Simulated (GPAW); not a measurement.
NbP:

```
CELL_PARAMETERS angstrom
-1.67492 1.67492 5.74011
1.67492 -1.67492 5.74011
1.67492 1.67492 -5.74011
ATOMIC_POSITIONS crystal
Nb 0.24988 0.74988 0.50000
Nb 0.49988 0.49988 0.00000
P 0.83275 0.33275 0.50000
P 0.08275 0.08275 0.00000
```

The cell is a database's computed one.

Program: GPAW 26.7.0. Alike in all runs: cell as given; cutoff (eV) 600; smearing fermi-dirac 0.05 eV.

Q: Order these runs on this cell by their pressure, lowest first.
A. level PBEsol; potentials or basis PAW data sets generated in the run's folder for this functional, pw; spin SOC, no magnetisation; k mesh 8 × 8 × 8; band path GXYSGZS1NPY1Z,XP; band points 60; spin axis theta (degrees) 90; spin axis phi (degrees) 0; soc after scf second variation; mesh quality not flagged
B. level PBE; potentials or basis GPAW PAW data sets (gpaw-data 1.2.1), pw; spin off; k mesh 11 × 11 × 11; mesh quality not flagged
C. level LDA; potentials or basis the program's PAW data sets (release 1.2.1) made for this functional, pw; spin off; k mesh 7 × 7 × 7; band path GXYSGZS1NPY1Z,XP; band points 60; mesh quality coarse

A: C (-9.9 GPa), A (-6.6 GPa), B (-1.5 GPa).

Caveats: some runs use coarse meshes; spin-orbit coupling was added after a scalar SCF, so levels and gaps hold it while energy, forces, pressure and moments don't (some runs).

Not every run made on this cell is shown here.
